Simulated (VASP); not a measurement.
# Si2Ni under changes of volume

One of the cells (13.038 Å³/atom); the others are scaled copies at fixed shape and fractional positions:

```xyz
3
Lattice="0.0000 2.6942 2.6942 2.6942 0.0000 2.6942 2.6942 2.6942 0.0000" Properties=species:S:1:pos:R:3 pbc="T T T"
Ni    0.0000    0.0000    0.0000
Si    4.0413    4.0413    4.0413
Si    1.3471    1.3471    1.3471
```

| Quantity | Value |
| --- | --- |
| Program | VASP 6.6.1 |
| Functional | PBEsol |
| Potentials or basis | VASP PAW PBE potentials, release 64 (Ni, Si) |
| Cutoff | 520 eV |
| k mesh | 8 × 8 × 8 |
| Occupations | fermi-dirac, width 0.05 eV |
| Spin | collinear spin, ferromagnetic start |
| Starting moments | [1.0, 0.0, 0.0] μB |

```csv
volume (Å³/atom),energy over the lowest point (meV/atom),pressure (GPa)
12.516,10.23,7.0
12.777,2.35,3.4
13.038,0.00,0.2
13.298,?,?
13.559,9.21,-5.4
```

Problem. What does the run at 13.298 Å³/atom give?

Solution. Energy over the lowest point 2.48 meV/atom; pressure -2.9 GPa.

Worked out: A Birch-Murnaghan fit of order 2 (a polynomial in V^(-2/3)) to the other rows has its minimum at 13.03 Å³/atom with B0 = V·E''(V) = 149 GPa. It gives 2.39 meV/atom at 13.298 Å³/atom, against the run's 2.48, and -dE/dV = -2.9 GPa, against -2.9.

Energies are extrapolated to zero smearing.

Caveats: the PAW data sets were made with another functional, which shifts forces and pressure a little.
